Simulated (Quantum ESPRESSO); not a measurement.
# Co (P-3m1) in Quantum ESPRESSO: further runs

One crystal, Co, is run at these levels: LDA, PBEsol; tasks: single point, equation of state, band structure.

Everything below comes from runs of Quantum ESPRESSO 7.5. Logs are shortened: lines on timing, memory, paths and dates and some standing lists are left out, and cuts for length are marked.

## Step 1: The crystal as given

The structure is trigonal, space group P-3m1 (No. 164). The conventional cell has a = 2.487 Å, b = 2.487 Å, c = 4.063 Å, α = 90.00°, β = 90.00°, γ = 120.00°. Around Co (site symmetry 3m) lie 12 Co at 2.42 to 2.55 Å.

## Step 2: Single point, LDA, collinear spin, ferromagnetic start, 10.23 Å³/atom

File pw.in:

```
&CONTROL
  calculation = 'scf'
  prefix = 'pwscf'
  outdir = './tmp'
  pseudo_dir = './pseudo'
  tstress = .true.
  disk_io = 'nowf'
/
&SYSTEM
  ibrav = 0
  nat = 2
  ntyp = 1
  ecutwfc = 56
  ecutrho = 448
  nbnd = 28
  occupations = 'smearing'
  smearing = 'fd'
  degauss = 0.00367493
  nspin = 2
  starting_magnetization(1) = 0.1176
/
&ELECTRONS
  conv_thr = 4d-10
  electron_maxstep = 120
  mixing_beta = 0.3
/
ATOMIC_SPECIES
Co    58.9332 co_lda_v1.2.uspp.F.UPF
CELL_PARAMETERS angstrom
   2.4365880777    0.0000000000    0.0000000000
  -1.2182940388    2.1101471738    0.0000000000
   0.0000000000    0.0000000000    3.9803419532
ATOMIC_POSITIONS crystal
Co     0.3333333333    0.6666666667    0.7401390000
Co     0.6666666667    0.3333333333    0.2598610000
K_POINTS automatic
12 12 7 0 0 0
```

Potentials or basis: GBRV 1.5 LDA.

The run is started by

```bash
$ OMP_NUM_THREADS=1 mpirun -n 2 pw.x -nk 2 -in pw.in > pw.out
```

pw.out:

```text
This program is part of the open-source Quantum ESPRESSO suite
     for quantum simulation of materials; please cite
         "P. Giannozzi et al., J. Phys.:Condens. Matter 21 395502 (2009);
         "P. Giannozzi et al., J. Phys.:Condens. Matter 29 465901 (2017);
         "P. Giannozzi et al., J. Chem. Phys. 152 154105 (2020);
     in publications or presentations arising from this work. More details at

     Message from routine setup:
     using ibrav=0 with symmetry is DISCOURAGED, use correct ibrav instead

     K-points division:     npool     =       2
     Subspace diagonalization in iterative solution of the eigenvalue problem:
     a serial algorithm will be used

     G-vector sticks info
     --------------------
     sticks:   dense  smooth     PW     G-vecs:    dense   smooth      PW
     Sum         649     313    109                22071     7715    1389

     Using Slab Decomposition

     bravais-lattice index     =            0
     lattice parameter (alat)  =       4.6045  a.u.
     unit-cell volume          =     138.1058 (a.u.)^3
     number of atoms/cell      =            2
     number of atomic types    =            1
     number of electrons       =        34.00
     number of Kohn-Sham states=           28
     kinetic-energy cutoff     =      56.0000  Ry
     charge density cutoff     =     448.0000  Ry
     scf convergence threshold =      4.0E-10
     mixing beta               =       0.3000
     number of iterations used =            8  plain     mixing
     Exchange-correlation= SLA  PZ   NOGX NOGC
                           (   1   1   0   0   0   0   0)

     celldm(1)=   4.604484  celldm(2)=   0.000000  celldm(3)=   0.000000
     celldm(4)=   0.000000  celldm(5)=   0.000000  celldm(6)=   0.000000

     crystal axes: (cart. coord. in units of alat)
               a(1) = (   1.000000   0.000000   0.000000 )
               a(2) = (  -0.500000   0.866025   0.000000 )
               a(3) = (   0.000000   0.000000   1.633572 )

     reciprocal axes: (cart. coord. in units 2 pi/alat)
               b(1) = (  1.000000  0.577350 -0.000000 )
               b(2) = (  0.000000  1.154701  0.000000 )
               b(3) = (  0.000000 -0.000000  0.612155 )

     PseudoPot. # 1 for Co read from file:
     co_lda_v1.2.uspp.F.UPF
     Pseudo is Ultrasoft + core correction, Zval = 17.0
     Generated by new atomic code, or converted to UPF format
     Using radial grid of  863 points,  6 beta functions with:
                l(1) =   0
                l(2) =   0
                l(3) =   1
                l(4) =   1
                l(5) =   2
                l(6) =   2
     Q(r) pseudized with  8 coefficients,  rinner =    1.200   1.200   1.200
                                                       1.200   1.200

     atomic species   valence    mass     pseudopotential
     Co               17.00    58.93320     Co( 1.00)

     Starting magnetic structure
     atomic species   magnetization
     Co              0.118

     12 Sym. Ops., with inversion, found

   Cartesian axes

     site n.     atom                  positions (alat units)
         1        Co     tau(   1) = (  -0.0000000   0.5773503   1.2090703  )
         2        Co     tau(   2) = (   0.5000000   0.2886751   0.4245016  )

     number of k points=   112  Fermi-Dirac smearing, width (Ry)=  0.0037

     Number of k-points >= 100: set verbosity='high' to print them.

     Dense  grid:    22071 G-vectors     FFT dimensions: (  32,  32,  54)

     Smooth grid:     7715 G-vectors     FFT dimensions: (  24,  24,  36)

     Check: negative core charge=   -0.000038
     Generating pointlists ...
     new r_m :   0.4018 (alat units)  1.8502 (a.u.) for type    1

     Initial potential from superposition of free atoms

     starting charge      32.0000, renormalised to      34.0000
     Starting wfcs are   26 randomized atomic wfcs +    2 random wfcs

     Self-consistent Calculation

     iteration #  1     ecut=    56.00 Ry     beta= 0.30
     Davidson diagonalization with overlap
     ethr =  1.00E-02,  avg # of iterations =  4.6

     total energy              =    -593.69736549 Ry
     estimated scf accuracy    <      13.89372661 Ry

     total magnetization       =     1.92 Bohr mag/cell
     absolute magnetization    =     1.97 Bohr mag/cell

     iteration #  2     ecut=    56.00 Ry     beta= 0.30
     Davidson diagonalization with overlap
     ethr =  1.00E-02,  avg # of iterations =  2.0

     total energy              =    -596.60302394 Ry
     estimated scf accuracy    <       0.46153808 Ry

     total magnetization       =     3.01 Bohr mag/cell
     absolute magnetization    =     3.15 Bohr mag/cell

     iteration #  3     ecut=    56.00 Ry     beta= 0.30
     Davidson diagonalization with overlap
     ethr =  1.36E-03,  avg # of iterations =  1.0

     total energy              =    -596.68489505 Ry
     estimated scf accuracy    <       0.00686982 Ry

     total magnetization       =     3.10 Bohr mag/cell
     absolute magnetization    =     3.25 Bohr mag/cell

     iteration #  4     ecut=    56.00 Ry     beta= 0.30
     Davidson diagonalization with overlap
     ethr =  2.02E-05,  avg # of iterations =  3.7

     total energy              =    -596.68562902 Ry
     estimated scf accuracy    <       0.00178609 Ry

     total magnetization       =     3.10 Bohr mag/cell
     absolute magnetization    =     3.27 Bohr mag/cell

     iteration #  5     ecut=    56.00 Ry     beta= 0.30
     Davidson diagonalization with overlap
     ethr =  5.25E-06,  avg # of iterations =  2.0

     total energy              =    -596.68593176 Ry
     estimated scf accuracy    <       0.00036987 Ry

     total magnetization       =     3.10 Bohr mag/cell
     absolute magnetization    =     3.30 Bohr mag/cell

     iteration #  6     ecut=    56.00 Ry     beta= 0.30
     Davidson diagonalization with overlap
     ethr =  1.09E-06,  avg # of iterations =  1.1

     total energy              =    -596.68599390 Ry
     estimated scf accuracy    <       0.00006594 Ry

     total magnetization       =     3.10 Bohr mag/cell
     absolute magnetization    =     3.31 Bohr mag/cell

     iteration #  7     ecut=    56.00 Ry     beta= 0.30
     Davidson diagonalization with overlap
     ethr =  1.94E-07,  avg # of iterations =  1.0

     total energy              =    -596.68599272 Ry
     estimated scf accuracy    <       0.00004511 Ry

     total magnetization       =     3.11 Bohr mag/cell
     absolute magnetization    =     3.33 Bohr mag/cell

     iteration #  8     ecut=    56.00 Ry     beta= 0.30
     Davidson diagonalization with overlap
     ethr =  1.33E-07,  avg # of iterations =  1.5

     total energy              =    -596.68600245 Ry
     estimated scf accuracy    <       0.00000290 Ry

     total magnetization       =     3.11 Bohr mag/cell
     absolute magnetization    =     3.34 Bohr mag/cell

     iteration #  9     ecut=    56.00 Ry     beta= 0.30
     Davidson diagonalization with overlap
     ethr =  8.54E-09,  avg # of iterations =  1.5

     total energy              =    -596.68600326 Ry
     estimated scf accuracy    <       0.00000057 Ry

     total magnetization       =     3.12 Bohr mag/cell
     absolute magnetization    =     3.34 Bohr mag/cell

     iteration # 10     ecut=    56.00 Ry     beta= 0.30
     Davidson diagonalization with overlap
     ethr =  1.68E-09,  avg # of iterations =  1.1

     total energy              =    -596.68600337 Ry
     estimated scf accuracy    <       0.00000013 Ry

     total magnetization       =     3.12 Bohr mag/cell
     absolute magnetization    =     3.35 Bohr mag/cell

     iteration # 11     ecut=    56.00 Ry     beta= 0.30
     Davidson diagonalization with overlap
     ethr =  3.70E-10,  avg # of iterations =  1.4

     total energy              =    -596.68600343 Ry
     estimated scf accuracy    <          6.1E-10 Ry

     total magnetization       =     3.12 Bohr mag/cell
     absolute magnetization    =     3.35 Bohr mag/cell

     iteration # 12     ecut=    56.00 Ry     beta= 0.30
     Davidson diagonalization with overlap
     ethr =  1.80E-12,  avg # of iterations =  2.0

     Magnetic moment per site  (integrated on atomic sphere of radius R)
     atom   1 (R=0.402)  charge= 15.4153  magn=  1.6130
     atom   2 (R=0.402)  charge= 15.4153  magn=  1.6130

     End of self-consistent calculation

     Number of k-points >= 100: set verbosity='high' to print the bands.

     the Fermi energy is    19.3800 ev

!    total energy              =    -596.68600343 Ry
     estimated scf accuracy    <          3.5E-10 Ry
     smearing contrib. (-TS)   =      -0.00113137 Ry
     internal energy E=F+TS    =    -596.68487206 Ry

     The total energy is F=E-TS. E is the sum of the following terms:
     one-electron contribution =    -297.70633950 Ry
     hartree contribution      =     171.96896673 Ry
     xc contribution           =     -64.57133745 Ry
     ewald contribution        =    -406.37616185 Ry

     total magnetization       =     3.12 Bohr mag/cell
     absolute magnetization    =     3.35 Bohr mag/cell

     convergence has been achieved in  12 iterations

     Computing stress (Cartesian axis) and pressure

          total   stress  (Ry/bohr**3)                   (kbar)     P=      -46.66
  -0.00024263   0.00000000   0.00000000          -35.69        0.00        0.00
   0.00000000  -0.00024263  -0.00000000            0.00      -35.69       -0.00
   0.00000000  -0.00000000  -0.00046635            0.00       -0.00      -68.60

=------------------------------------------------------------------------------=
   JOB DONE.
=------------------------------------------------------------------------------=
```

Wall time 21 s (2 MPI ranks of AMD EPYC 9R45 (Zen 5), shared host); peak memory 0.28 GiB.

What came out:

```yaml
Free_energy: -8118.3267 eV
Pressure: -4.7 GPa
Band_gap_on_the_k_mesh: none (metal or under the smearing width)
Net_moment: 3.12 μB per cell
Absolute_moment: 3.35 μB per cell
Site_moments: Co +1.61 μB
Valence_electrons_inside_the_program's_atomic_spheres: Co 15.42
```

## Step 3: Single point, LDA, collinear spin, ferromagnetic start, 10.45 Å³/atom

pw.in, as its differences from that of step 2:

```diff
@@ -29,5 +29,5 @@
 CELL_PARAMETERS angstrom
-   2.4365880777    0.0000000000    0.0000000000
-  -1.2182940388    2.1101471738    0.0000000000
-   0.0000000000    0.0000000000    3.9803419532
+   2.4537477140    0.0000000000    0.0000000000
+  -1.2268738570    2.1250078548    0.0000000000
+   0.0000000000    0.0000000000    4.0083734539
 ATOMIC_POSITIONS crystal
```

Potentials or basis: GBRV 1.5 LDA.

The run is started by

```bash
$ OMP_NUM_THREADS=1 mpirun -n 2 pw.x -nk 2 -in pw.in > pw.out
```

Run time: 22 s. Hardware: 2 MPI ranks of AMD EPYC 9R45 (Zen 5), shared host; peak memory 0.28 GiB.

The run converged. Its results:

```
Free energy                                           : -8118.3081 eV
Pressure                                              : -9.4 GPa
Band gap on the k mesh                                : none (metal or under the smearing width)
Net moment                                            : 3.18 μB per cell
Absolute moment                                       : 3.41 μB per cell
Site moments                                          : Co +1.64 μB
Valence electrons inside the program's atomic spheres : Co 15.43
```

## Step 4: Single point, LDA, collinear spin, ferromagnetic start, 10.67 Å³/atom

pw.in, as its differences from that of step 3:

```diff
@@ -29,5 +29,5 @@
 CELL_PARAMETERS angstrom
-   2.4537477140    0.0000000000    0.0000000000
-  -1.2268738570    2.1250078548    0.0000000000
-   0.0000000000    0.0000000000    4.0083734539
+   2.4706706468    0.0000000000    0.0000000000
+  -1.2353353234    2.1396635445    0.0000000000
+   0.0000000000    0.0000000000    4.0360182824
 ATOMIC_POSITIONS crystal
```

The run is started by

```bash
$ OMP_NUM_THREADS=1 mpirun -n 2 pw.x -nk 2 -in pw.in > pw.out
```

Run time: 22 s. Hardware: 2 MPI ranks of AMD EPYC 9R45 (Zen 5), shared host; peak memory 0.3 GiB.

The run converged. Its results:

```
Free energy                                           : -8118.2773 eV
Pressure                                              : -13.6 GPa
Band gap on the k mesh                                : none (metal or under the smearing width)
Net moment                                            : 3.23 μB per cell
Absolute moment                                       : 3.47 μB per cell
Site moments                                          : Co +1.67 μB
Valence electrons inside the program's atomic spheres : Co 15.45
```

## Step 5: Single point, LDA, collinear spin, ferromagnetic start, 10.89 Å³/atom

pw.in, as its differences from that of step 4:

```diff
@@ -29,5 +29,5 @@
 CELL_PARAMETERS angstrom
-   2.4706706468    0.0000000000    0.0000000000
-  -1.2353353234    2.1396635445    0.0000000000
-   0.0000000000    0.0000000000    4.0360182824
+   2.4873648738    0.0000000000    0.0000000000
+  -1.2436824369    2.1541211692    0.0000000000
+   0.0000000000    0.0000000000    4.0632895034
 ATOMIC_POSITIONS crystal
```

The run is started by

```bash
$ OMP_NUM_THREADS=1 mpirun -n 2 pw.x -nk 2 -in pw.in > pw.out
```

It took 22 s on 2 MPI ranks of AMD EPYC 9R45 (Zen 5), shared host; peak memory 0.3 GiB.

It converged, with:

```
Free energy                                           : -8118.2357 eV
Pressure                                              : -17.4 GPa
Band gap on the k mesh                                : none (metal or under the smearing width)
Net moment                                            : 3.27 μB per cell
Absolute moment                                       : 3.52 μB per cell
Site moments                                          : Co +1.69 μB
Valence electrons inside the program's atomic spheres : Co 15.47
```

## Step 6: Single point, LDA, collinear spin, ferromagnetic start, 11.10 Å³/atom

pw.in, as its differences from that of step 5:

```diff
@@ -29,5 +29,5 @@
 CELL_PARAMETERS angstrom
-   2.4873648738    0.0000000000    0.0000000000
-  -1.2436824369    2.1541211692    0.0000000000
-   0.0000000000    0.0000000000    4.0632895034
+   2.5038379689    0.0000000000    0.0000000000
+  -1.2519189845    2.1683872881    0.0000000000
+   0.0000000000    0.0000000000    4.0901994896
 ATOMIC_POSITIONS crystal
```

Potentials or basis: GBRV 1.5 LDA.

The run is started by

```bash
$ OMP_NUM_THREADS=1 mpirun -n 2 pw.x -nk 2 -in pw.in > pw.out
```

Wall time 22 s (2 MPI ranks of AMD EPYC 9R45 (Zen 5), shared host); peak memory 0.3 GiB.

Results (log left out):

```yaml
Free_energy: -8118.1843 eV
Pressure: -20.7 GPa
Band_gap_on_the_k_mesh: none (metal or under the smearing width)
Net_moment: 3.30 μB per cell
Absolute_moment: 3.56 μB per cell
Site_moments: Co +1.71 μB
Valence_electrons_inside_the_program's_atomic_spheres: Co 15.48
```

## Step 7: Single point, LDA, collinear spin, ferromagnetic start, 11.32 Å³/atom

pw.in, as its differences from that of step 6:

```diff
@@ -29,5 +29,5 @@
 CELL_PARAMETERS angstrom
-   2.5038379689    0.0000000000    0.0000000000
-  -1.2519189845    2.1683872881    0.0000000000
-   0.0000000000    0.0000000000    4.0901994896
+   2.5200971126    0.0000000000    0.0000000000
+  -1.2600485563    2.1824681195    0.0000000000
+   0.0000000000    0.0000000000    4.1167599708
 ATOMIC_POSITIONS crystal
```

The run is started by

```bash
$ OMP_NUM_THREADS=1 mpirun -n 2 pw.x -nk 2 -in pw.in > pw.out
```

It took 23 s on 2 MPI ranks of AMD EPYC 9R45 (Zen 5), shared host; peak memory 0.3 GiB.

It converged, with:

* Free energy: -8118.1243 eV
* Pressure: -23.7 GPa
* Band gap on the k mesh: none (metal or under the smearing width)
* Net moment: 3.33 μB per cell
* Absolute moment: 3.60 μB per cell
* Site moments: Co +1.73 μB
* Valence electrons inside the program's atomic spheres: Co 15.50

## Step 8: Single point, LDA, collinear spin, ferromagnetic start, 11.54 Å³/atom

pw.in, as its differences from that of step 7:

```diff
@@ -29,5 +29,5 @@
 CELL_PARAMETERS angstrom
-   2.5200971126    0.0000000000    0.0000000000
-  -1.2600485563    2.1824681195    0.0000000000
-   0.0000000000    0.0000000000    4.1167599708
+   2.5361491194    0.0000000000    0.0000000000
+  -1.2680745597    2.1963695652    0.0000000000
+   0.0000000000    0.0000000000    4.1429820789
 ATOMIC_POSITIONS crystal
```

The run is started by

```bash
$ OMP_NUM_THREADS=1 mpirun -n 2 pw.x -nk 2 -in pw.in > pw.out
```

Wall time 23 s (2 MPI ranks of AMD EPYC 9R45 (Zen 5), shared host); peak memory 0.3 GiB.

Results (log left out):

* Free energy: -8118.0565 eV
* Pressure: -26.4 GPa
* Band gap on the k mesh: none (metal or under the smearing width)
* Net moment: 3.36 μB per cell
* Absolute moment: 3.63 μB per cell
* Site moments: Co +1.74 μB
* Valence electrons inside the program's atomic spheres: Co 15.51

## Step 9: Equation of state, LDA, collinear spin, ferromagnetic start

Potentials or basis: GBRV 1.5 LDA.

No new run: the results of the series are fitted here.

Results:

| Property | Result |
| --- | --- |
| Equilibrium volume | 10.05 Å³/atom (rough: see the caveat) |
| Bulk modulus at fixed shape and positions | 256 GPa (rough) |

Energy against volume, from the lowest point:
```tsv
volume (Å³/atom)	energy (meV/atom)
10.233	0.00
10.450	9.29
10.668	24.66
10.886	45.49
11.103	71.17
11.321	101.18
11.539	135.06
```

Caveat: the minimum lies outside the volumes run; the cell was scaled at fixed shape and fractional positions, which overstates the stiffness of a crystal with free parameters, most of all of layers and chains.

(Part 1 of 2 ends here.)
